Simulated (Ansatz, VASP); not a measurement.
**Co8O (Co(0001)) in two plane-wave programs**

One calculation is typed for both programs; each brings its own data sets and cutoff. How far apart do they land? The structure shown is the end of the VASP relaxation below.

Program: Ansatz 0.2.0. Level of theory: plane waves, with VASP 6.6.1 beside it; single point at PBE. Results are calculated unless marked as measured.

## Step 1: Set-up

The cell holds 18 atoms: 16 Co and 2 O. Cell: a = 4.978 Å, b = 4.978 Å, c = 21.042 Å, α = 90.0°, β = 90.0°, γ = 60.0°. It derives from Co. As first built, before any earlier steps moved the atoms: 2 O over hcp sites of a 2 x 2 cell of Co(0001). Vacuum lies along c.

## Step 2: VASP: relaxation, PBE

This run makes the geometry at which the two programs are then compared.

Lines of VASP's logs that name or quote its potential files are left out, and so is its time.

INCAR reads:

```
SYSTEM = Co8O
PREC = Normal
ENCUT = 440
EDIFF = 1E-05
NELM = 120
ISMEAR = 1
SIGMA = 0.15
LREAL = Auto
ALGO = Fast
GGA = PE
NBANDS = 124
ISPIN = 2
MAGMOM = 2 2 2 2 2 2 2 2 2 2 2 2 2 2 2 2 0 0
LASPH = .TRUE.
LMAXMIX = 4
LORBIT = 11
LWAVE = .FALSE.
LCHARG = .FALSE.
KPAR = 4
NCORE = 2
IBRION = 2
NSW = 45
ISIF = 2
EDIFFG = -0.03
POTIM = 0.4
MAXMIX = 40
IDIPOL = 3
LDIPOL = .TRUE.
DIPOL = 0.5 0.5 0.522
```

POSCAR reads:

```
Co8O
1.0
    4.9784435704      0.0000000000      0.0000000000
    2.4892217852      4.3114586033      0.0000000000
    0.0000000000      0.0000000000     21.0421269460
Co O
16 2
Selective dynamics
Direct
    0.8333333300      0.3333333300      0.3564278500  F F F
    0.3333333300      0.3333333300      0.3564278500  F F F
    0.8333333300      0.8333333300      0.3564278500  F F F
    0.3333333300      0.8333333300      0.3564278500  F F F
    0.0000000000      0.0000000000      0.4521426200  F F F
    0.5000000000      0.0000000000      0.4521426200  F F F
    0.0000000000      0.5000000000      0.4521426200  F F F
    0.5000000000      0.5000000000      0.4521426200  F F F
    0.8333333300      0.3333333300      0.5499334500  T T T
    0.3333333300      0.3333333300      0.5499334500  T T T
    0.8333333300      0.8333333300      0.5499334500  T T T
    0.3333333300      0.8333333300      0.5499334500  T T T
    0.0000000000      0.0000000000      0.6422156600  T T T
    0.5000000000      0.0000000000      0.6422156600  T T T
    0.0000000000      0.5000000000      0.6422156600  T T T
    0.5000000000      0.5000000000      0.6422156600  T T T
    0.3333333300      0.3333333300      0.6968679300  T T T
    0.8333333300      0.3333333300      0.6968679300  T T T
```

KPOINTS reads:

```
Automatic mesh
0
Gamma
6 6 1
0 0 0
```

The projector-augmented-wave data sets are Co and O (PBE family, release 64).

Started as:

```bash
$ mpirun -np 8 vasp_std
```

Numbers of over 12 decimals in the logs are rounded to 6 here.

Log:

```text
[banner, memory and clock lines left out]
running    8 mpi-ranks, on    1 nodes
 distrk:  each k-point on    2 cores,    4 groups
 distr:  one band on    2 cores,    1 groups

 POSCAR found type information on POSCAR CoO
 POSCAR found :  2 types and      18 ions
 LDA part: xc-table for (Slater+PW92), standard interpolation
 POSCAR, INCAR and KPOINTS ok, starting setup
 FFT: planning ... GRIDC
 FFT: planning ... GRID_SOFT
 FFT: planning ... GRID
 WAVECAR not read
 entering main loop
       N       E                     dE             d eps       ncg     rms          rms(c)
DAV:   1     0.129724305466E+04    0.12972E+04   -0.60508E+04  6448   0.120E+03
DAV:   2     0.456164760569E+02   -0.12516E+04   -0.11502E+04  6448   0.300E+02
DAV:   3    -0.128163741328E+03   -0.17378E+03   -0.15002E+03  7528   0.137E+02
DAV:   4    -0.141359754341E+03   -0.13196E+02   -0.12892E+02  7032   0.389E+01
DAV:   5    -0.141593430369E+03   -0.23368E+00   -0.23351E+00  7056   0.510E+00    0.480E+01
RMM:   6    -0.173310813587E+03   -0.31717E+02   -0.19953E+02  6450   0.677E+01    0.866E+01
RMM:   7    -0.153576338851E+03    0.19734E+02   -0.48181E+01  6479   0.304E+01    0.816E+01
RMM:   8    -0.230025255855E+03   -0.76449E+02   -0.28488E+01  6470   0.245E+01    0.104E+02
RMM:   9    -0.133412345052E+03    0.96613E+02   -0.13849E+01  6460   0.173E+01    0.612E+01
RMM:  10    -0.158674038812E+03   -0.25262E+02   -0.29956E+01  6529   0.239E+01    0.834E+01
RMM:  11    -0.119789955843E+03    0.38884E+02   -0.16936E+01  6493   0.203E+01    0.528E+01
RMM:  12    -0.121838871625E+03   -0.20489E+01   -0.93919E+00  6473   0.141E+01    0.565E+01
RMM:  13    -0.110183797907E+03    0.11655E+02   -0.53739E+00  6477   0.111E+01    0.306E+01
RMM:  14    -0.112375798526E+03   -0.21920E+01   -0.35960E+00  6464   0.861E+00    0.329E+01
[...]
RMM:  40    -0.121042090702E+03   -0.18473E-03   -0.28797E-06  3949   0.427E-03    0.154E-02
RMM:  41    -0.121042362447E+03   -0.27174E-03   -0.45746E-06  4040   0.482E-03    0.136E-02
RMM:  42    -0.121042535462E+03   -0.17302E-03   -0.22478E-06  3903   0.381E-03    0.842E-03
RMM:  43    -0.121042668956E+03   -0.13349E-03   -0.12100E-06  3610   0.263E-03    0.539E-03
RMM:  44    -0.121042791767E+03   -0.12281E-03   -0.16014E-06  3486   0.258E-03    0.355E-03
RMM:  45    -0.121042848906E+03   -0.57139E-04   -0.10868E-06  2836   0.207E-03    0.246E-03
RMM:  46    -0.121042867256E+03   -0.18350E-04   -0.51126E-07  2484   0.177E-03    0.133E-03
RMM:  47    -0.121042870161E+03   -0.29055E-05   -0.42958E-08  1482   0.130E-03
   1 F= -.12104287E+03 E0= -.12104407E+03  d E =-.121043E+03  mag=    26.2771
[... from here on, the cycles between the ionic steps are left out ...]
   3 F= -.12118458E+03 E0= -.12118534E+03  d E =-.141715E+00  mag=    26.2812
   4 F= -.12119173E+03 E0= -.12119225E+03  d E =-.714784E-02  mag=    26.3221
   5 F= -.12119195E+03 E0= -.12119250E+03  d E =-.736140E-02  mag=    26.3157
   6 F= -.12119484E+03 E0= -.12119524E+03  d E =-.289555E-02  mag=    26.2886
   7 F= -.12119637E+03 E0= -.12119656E+03  d E =-.442023E-02  mag=    26.2436
   8 F= -.12119803E+03 E0= -.12119828E+03  d E =-.166175E-02  mag=    26.2534
   9 F= -.12119862E+03 E0= -.12119891E+03  d E =-.225780E-02  mag=    26.2596
  10 F= -.12119909E+03 E0= -.12119944E+03  d E =-.272506E-02  mag=    26.2721
 curvature:  -1.55 expect dE=-0.662E-03 dE for cont linesearch -0.625E-06
 trial: gam= 0.33110 g(F)=  0.428E-03 g(S)=  0.000E+00 ort = 0.290E-04 (trialstep = 0.180E+01)
 search vector abs. value=  0.676E-03
 bond charge predicted
       N       E                     dE             d eps       ncg     rms          rms(c)
DAV:   1    -0.121198421078E+03    0.66450E-03   -0.36686E-01  6632   0.159E+00    0.211E-01
RMM:   2    -0.121199216387E+03   -0.79531E-03   -0.78633E-03  6677   0.356E-01    0.131E-01
RMM:   3    -0.121199472148E+03   -0.25576E-03   -0.19408E-03  7893   0.136E-01    0.701E-02
RMM:   4    -0.121199457154E+03    0.14994E-04   -0.24805E-04  6819   0.554E-02    0.486E-02
RMM:   5    -0.121199490900E+03   -0.33746E-04   -0.63579E-05  5798   0.272E-02    0.301E-02
RMM:   6    -0.121199587754E+03   -0.96853E-04   -0.16096E-05  4295   0.152E-02    0.183E-02
RMM:   7    -0.121199673424E+03   -0.85670E-04   -0.62619E-06  4024   0.988E-03    0.121E-02
RMM:   8    -0.121199701380E+03   -0.27957E-04   -0.22207E-06  3913   0.532E-03    0.101E-02
RMM:   9    -0.121199720773E+03   -0.19393E-04   -0.96993E-07  3831   0.401E-03    0.891E-03
RMM:  10    -0.121199720244E+03    0.52950E-06   -0.46265E-07  3418   0.248E-03
  11 F= -.12119972E+03 E0= -.12120013E+03  d E =-.628580E-03  mag=    26.2778
 trial-energy change:   -0.000629  1 .order   -0.000561   -0.000789   -0.000333
 step:   2.4094(harm=  3.1238)  dis= 0.00544  next Energy=  -121.199779 (dE=-0.687E-03)
 reached required accuracy - stopping structural energy minimisation
```

OUTCAR, selected parts (step 2):

```text
ion  position               nearest neighbor table
   1  0.833  0.333  0.356-   8 2.47   5 2.47   7 2.47   2 2.49   2 2.49   3 2.49   4 2.49   3 2.49
                             4 2.49
   2  0.333  0.333  0.356-   7 2.47   6 2.47   8 2.47   1 2.49   1 2.49   3 2.49   4 2.49   4 2.49
                             3 2.49
   3  0.833  0.833  0.356-   6 2.47   7 2.47   5 2.47   4 2.49   4 2.49   1 2.49   2 2.49   2 2.49
                             1 2.49
   4  0.333  0.833  0.356-   5 2.47   8 2.47   6 2.47   3 2.49   3 2.49   1 2.49   2 2.49   1 2.49
                             2 2.49
   5  0.000  0.000  0.452-   4 2.47   1 2.47   3 2.47   6 2.49   6 2.49   7 2.49   8 2.49   7 2.49
                             8 2.49  12 2.51   9 2.51  11 2.51
   6  0.500  0.000  0.452-   3 2.47   2 2.47   4 2.47   5 2.49   5 2.49   7 2.49   8 2.49   8 2.49
                             7 2.49  11 2.51  10 2.51  12 2.51
   7  0.000  0.500  0.452-   2 2.47   3 2.47   1 2.47   8 2.49   8 2.49   5 2.49   6 2.49   6 2.49
                             5 2.49  10 2.51  11 2.51   9 2.51
   8  0.500  0.500  0.452-   1 2.47   4 2.47   2 2.47   7 2.49   7 2.49   5 2.49   6 2.49   5 2.49
                             6 2.49   9 2.51  12 2.51  10 2.51
   9  0.833  0.333  0.550-  16 2.42  13 2.42  15 2.42  10 2.49  10 2.49  11 2.49  12 2.49  11 2.49
                            12 2.49   8 2.51   5 2.51   7 2.51
  10  0.333  0.333  0.550-  15 2.42  14 2.42  16 2.42   9 2.49   9 2.49  11 2.49  12 2.49  12 2.49
                            11 2.49   7 2.51   6 2.51   8 2.51
  11  0.833  0.833  0.550-  14 2.42  15 2.42  13 2.42  12 2.49  12 2.49   9 2.49  10 2.49  10 2.49
                             9 2.49   6 2.51   7 2.51   5 2.51
  12  0.333  0.833  0.550-  13 2.42  16 2.42  14 2.42  11 2.49  11 2.49   9 2.49  10 2.49   9 2.49
                            10 2.49   5 2.51   8 2.51   6 2.51
  13  0.000  0.000  0.642-  18 1.84  12 2.42   9 2.42  11 2.42  14 2.49  14 2.49  15 2.49  16 2.49
                            15 2.49  16 2.49
  14  0.500  0.000  0.642-  17 1.84  11 2.42  10 2.42  12 2.42  13 2.49  13 2.49  15 2.49  16 2.49
                            16 2.49  15 2.49
  15  0.000  0.500  0.642-  17 1.84  18 1.84  10 2.42  11 2.42   9 2.42  16 2.49  16 2.49  13 2.49
                            14 2.49  14 2.49  13 2.49
  16  0.500  0.500  0.642-  18 1.84  17 1.84   9 2.42  12 2.42  10 2.42  15 2.49  15 2.49  13 2.49
                            14 2.49  13 2.49  14 2.49
  17  0.333  0.333  0.697-  15 1.84  14 1.84  16 1.84
  18  0.833  0.333  0.697-  16 1.84  13 1.84  15 1.84

  LATTYP: Found a hexagonal cell.
 ALAT       =     4.9784435704
 C/A-ratio  =     4.2266476758

 Subroutine GETGRP returns: Found  2 space group operations
 (whereof  2 operations were pure point group operations)

The static configuration has the point symmetry C_1h.

 Found     13 irreducible k-points:

   k-points           NKPTS =     13   k-points in BZ     NKDIM =     13   number of bands    NBANDS=    124

   dimension x,y,z NGX =    28 NGY =   28 NGZ =  108
   dimension x,y,z NGXF=    56 NGYF=   56 NGZF=  216

   ENCUT  =  440.0 eV  32.34 Ry    5.69 a.u.   8.51  8.51 35.99*2*pi/ulx,y,z

   NELECT =     156.0000    total number of electrons

 k-points in reciprocal lattice and weights: Automatic mesh
   0.00000000  0.00000000  0.00000000       0.028
   0.16666667  0.00000000  0.00000000       0.111
   0.00000000  0.16666667  0.00000000       0.056
   0.33333333  0.00000000  0.00000000       0.111
   0.00000000  0.33333333  0.00000000       0.056
   0.50000000  0.00000000  0.00000000       0.056
   0.00000000  0.50000000  0.00000000       0.028
   0.33333333  0.16666667  0.00000000       0.056
   0.16666667  0.33333333  0.00000000       0.111
   0.50000000  0.16666667  0.00000000       0.111
   0.33333333  0.50000000  0.00000000       0.111
  -0.16666667  0.33333333  0.00000000       0.111
  -0.33333333  0.33333333  0.00000000       0.056

 dipolmoment           0.000000      0.000000      0.140424 electrons x Angstroem

 average (electrostatic) potential at core
       1 -87.5914       2 -87.5914       3 -87.5863       4 -87.5863       5 -87.7024
       6 -87.7024       7 -87.6824       8 -87.6824       9 -87.7758      10 -87.7758
      11 -87.7023      12 -87.7023      13 -87.8386      14 -87.8386      15 -88.1121
      16 -88.1121      17 -75.5460      18 -75.5460

 E-fermi :   0.9330

 spin component 1
 k-point     1 :       0.0000    0.0000    0.0000
  band No.  band energies     occupation
    ...
     87       0.3735      1.00000
     88       0.3763      1.00000
     89       0.4622      1.00004
     90       0.5950      1.00325
     91       0.8718      0.81562
     92       1.7020     -0.00000
     93       1.9198     -0.00000
     94       1.9961     -0.00000
     95       2.0431     -0.00000
     96       2.2017     -0.00000
    ...

 k-point     2 :       0.1667    0.0000    0.0000
  band No.  band energies     occupation
    ...
     87       0.2936      1.00000
     88       0.3418      1.00000
     89       0.5291      1.00047
     90       0.7251      1.03227
     91       0.8796      0.78113
     92       1.2674     -0.00356
     93       1.6211     -0.00000
     94       1.6592     -0.00000
     95       2.0015     -0.00000
     96       2.0537     -0.00000
    ...

 k-point     3 :       0.0000    0.1667    0.0000
  band No.  band energies     occupation
    ...
     87       0.2531      1.00000
     88       0.3558      1.00000
     89       0.4844      1.00010
     90       0.8378      0.93498
     91       0.8920      0.72204
     92       1.2187     -0.01075
     93       1.7573     -0.00000
     94       1.7631     -0.00000
     95       1.9742     -0.00000
     96       2.0606     -0.00000
    ...

 k-point     4 :       0.3333    0.0000    0.0000
  band No.  band energies     occupation
    ...
     87       0.2103      1.00000
     88       0.2964      1.00000
     89       0.5556      1.00108
     90       0.6858      1.02086
     91       0.6904      1.02227
     92       1.1413     -0.03218
     93       1.5489     -0.00000
     94       2.0798     -0.00000
     95       2.1329     -0.00000
     96       2.3990     -0.00000
    ...

 k-point     5 :       0.0000    0.3333    0.0000
  band No.  band energies     occupation
    ...
     86       0.1754      1.00000
     87       0.2053      1.00000
     88       0.2803      1.00000
     89       0.3716      1.00000
     90       0.6012      1.00380
     91       1.0212      0.08533
     92       1.1248     -0.03504
     93       1.8659     -0.00000
     94       2.0695     -0.00000
     95       2.1711     -0.00000
    ...

 k-point     6 :       0.5000    0.0000    0.0000
  band No.  band energies     occupation
    ...
     86       0.1693      1.00000
     87       0.2210      1.00000
     88       0.2210      1.00000
     89       0.6628      1.01437
     90       0.6628      1.01437
     91       0.9440      0.43797
     92       0.9440      0.43797
     93       1.8969     -0.00000
     94       1.8969     -0.00000
     95       2.1873     -0.00000
    ...

  Total        1.9101801     -1.0659045     -3.0220138      0.0000000     -0.0121328      0.0000000
  in kB        6.7760634     -3.7811286    -10.7201183      0.0000000     -0.0430393      0.0000000
  external PRESSURE =      -2.5750612 kB  Pullay stress =       0.0000000 kB

  energy-cutoff  :      440.00
  volume of cell :      451.66
      direct lattice vectors                 reciprocal lattice vectors
     4.978443570  0.000000000  0.000000000     0.200865991 -0.115970034  0.000000000
     2.489221785  4.311458603  0.000000000     0.000000000  0.231940068  0.000000000
     0.000000000  0.000000000 21.042126946     0.000000000  0.000000000  0.047523713

 POSITION                                       TOTAL-FORCE (eV/Angst)
 -----------------------------------------------------------------------------------
      4.97844      1.43715      7.50000        -0.000000     -0.002851      0.398149
      2.48922      1.43715      7.50000        -0.000000     -0.002851      0.398149
      6.22305      3.59288      7.50000        -0.000000      0.013505      0.333930
      3.73383      3.59288      7.50000        -0.000000      0.013505      0.333930
      0.00000      0.00000      9.51404         0.000000      0.004787     -0.349601
      2.48922      0.00000      9.51404         0.000000      0.004787     -0.349601
      1.24461      2.15573      9.51404         0.000000     -0.030414     -0.433818
      3.73383      2.15573      9.51404         0.000000     -0.030414     -0.433818
      4.97844      1.45158     11.55331        -0.000000      0.009391     -0.010658
      2.48922      1.45158     11.55331        -0.000000      0.009391     -0.010658
      6.22305      3.60395     11.55836         0.000000      0.007797      0.007181
      3.73383      3.60395     11.55836         0.000000      0.007797      0.007181
      2.48922      4.26937     13.51741        -0.000000     -0.003334      0.022978
      4.97844      4.26937     13.51741        -0.000000     -0.003334      0.022978
      6.22305      2.20330     13.59739         0.000000     -0.006879      0.005754
      3.73383      2.20330     13.59739         0.000000     -0.006879      0.005754
      2.48922      1.42221     14.65877         0.000000      0.007999      0.026083
      4.97844      1.42221     14.65877         0.000000      0.007999      0.026083
 -----------------------------------------------------------------------------------
    total drift:                                0.000080      0.004701      0.041900

  FREE ENERGIE OF THE ION-ELECTRON SYSTEM (eV)
  ---------------------------------------------------
  free  energy   TOTEN  =      -121.1997202440 eV

  energy  without entropy=     -121.2009576113  energy(sigma->0) =     -121.20013270

 reached required accuracy - stopping structural energy minimisation

 vacuum level on the upper side and lower side of the slab         7.099         5.943

 total charge
# of ion       s       p       d       tot
------------------------------------------
    1        0.481   0.404   7.225   8.110
    2        0.481   0.404   7.225   8.110
    3        0.480   0.403   7.229   8.111
    4        0.480   0.403   7.229   8.111
    5        0.486   0.521   7.254   8.261
    6        0.486   0.521   7.254   8.261
    7        0.486   0.519   7.258   8.263
    8        0.486   0.519   7.258   8.263
    9        0.482   0.514   7.253   8.249
   10        0.482   0.514   7.253   8.249
   11        0.491   0.534   7.270   8.295
   12        0.491   0.534   7.270   8.295
   13        0.483   0.516   7.288   8.287
   14        0.483   0.516   7.288   8.287
   15        0.490   0.654   7.339   8.483
   16        0.490   0.654   7.339   8.483
   17        1.603   3.364   0.000   4.967
   18        1.603   3.364   0.000   4.967
--------------------------------------------------
tot         10.964  14.860 116.230 142.054

 magnetization (x)
# of ion       s       p       d       tot
------------------------------------------
    1       -0.009  -0.041   1.830   1.780
    2       -0.009  -0.041   1.830   1.780
    3       -0.011  -0.039   1.805   1.756
    4       -0.011  -0.039   1.805   1.756
    5       -0.011  -0.050   1.748   1.688
    6       -0.011  -0.050   1.748   1.688
    7       -0.013  -0.051   1.773   1.709
    8       -0.013  -0.051   1.773   1.709
    9       -0.013  -0.047   1.826   1.767
   10       -0.013  -0.047   1.826   1.767
   11       -0.014  -0.048   1.716   1.654
   12       -0.014  -0.048   1.716   1.654
   13       -0.003  -0.017   1.711   1.692
   14       -0.003  -0.017   1.711   1.692
   15       -0.005  -0.017   1.140   1.117
   16       -0.005  -0.017   1.140   1.117
   17        0.003   0.077   0.000   0.079
   18        0.003   0.077   0.000   0.079
--------------------------------------------------
tot         -0.152  -0.464  27.101  26.485

[... 6 further parts left out ...]
```

The run keeps the 2 symmetry operations of its start, so it cannot find a distortion of lower symmetry.

(Continued in part 2 of 2.)

[Lines on the potential files, build, host, timing and source positions are cut from VASP's logs without a mark.]

[Logs are printed without paths, hosts, clocks, repeated set-up lines and the standing remarks that a program may print on its own settings, such as how far it seeks lower states.]

[Hosts, paths, dates, database ids (printed as entryN), source tags and the programs' standing remarks are cut or masked in the printed files.]
